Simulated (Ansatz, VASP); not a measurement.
Be: VASP beside Ansatz

The input INCAR:

```
SYSTEM = Be
PREC = Accurate ; ENCUT = 520
EDIFF = 1E-7 ; ISMEAR = -1
SIGMA = 0.03 ; LREAL = .FALSE.
LASPH = .TRUE. ; NELM = 100
ALGO = Normal ; ISIF = 2
LWAVE = .FALSE. ; LCHARG = .TRUE.
GGA = PS ; LELF = .TRUE.
LVHAR = .TRUE. ; NBANDS = 7
```

KPOINTS

```
regular mesh
0
G
  23 23 23
  0 0 0
```

POSCAR

```
Be
1.0
   -1.2361848083      1.2361848083      1.2361848083
    1.2361848083     -1.2361848083      1.2361848083
    1.2361848083      1.2361848083     -1.2361848083
Be
1
Direct
    0.0000000000      0.0000000000      0.0000000000
```

Input for Ansatz:

```yaml
crystal:
  lattice:
    - [-1.2361848083, 1.2361848083, 1.2361848083]
    - [1.2361848083, -1.2361848083, 1.2361848083]
    - [1.2361848083, 1.2361848083, -1.2361848083]
  atoms:
    - { symbol: Be, position: [0.0, 0.0, 0.0] }
kpoints:
  mp_grid: { grid: [23, 23, 23] }
  band_path:
    path:
      - [0.0, 0.0, 0.0]
      - [0.5, -0.5, 0.5]
      - [0.0, 0.0, 0.5]
      - [0.0, 0.0, 0.0]
      - [0.25, 0.25, 0.25]
      - [0.5, -0.5, 0.5]
      - [0.25, 0.25, 0.25]
      - [0.0, 0.0, 0.5]
    npoints: 5
scf:
  occupations: { method: fermi_dirac, width: 0.03 }
hamiltonian:
  xc: pbesol
  pseudopotentials: { kind: all_electron, lapw: { basis_error: 0.00025 } }
output:
  forces: true
  stress: true
  eigenvalues: true
```

Change from the starting cell: volume scaled by 0.96.

Alike in both runs: task single point; functional PBEsol; k mesh 23 × 23 × 23; occupations fermi-dirac, width 0.03 eV; no spin polarisation.

```csv
,VASP,Ansatz
version,VASP 6.6.1,Ansatz 0.2.0
potentials or method,"VASP PAW PBE potentials, release 64 (Be)","all-electron LAPW, scalar-relativistic"
plane-wave cutoff (eV),520,see its input
```

VASP gave:

* pressure (GPa): 3.6

Estimate Ansatz's values.

pressure (GPa): 3.1.

Ansatz ran all-electron here, so the differences hold the error of VASP's frozen core and of both bases.

Caveats: the PAW data sets were made with another functional, which shifts forces and pressure a little (VASP).
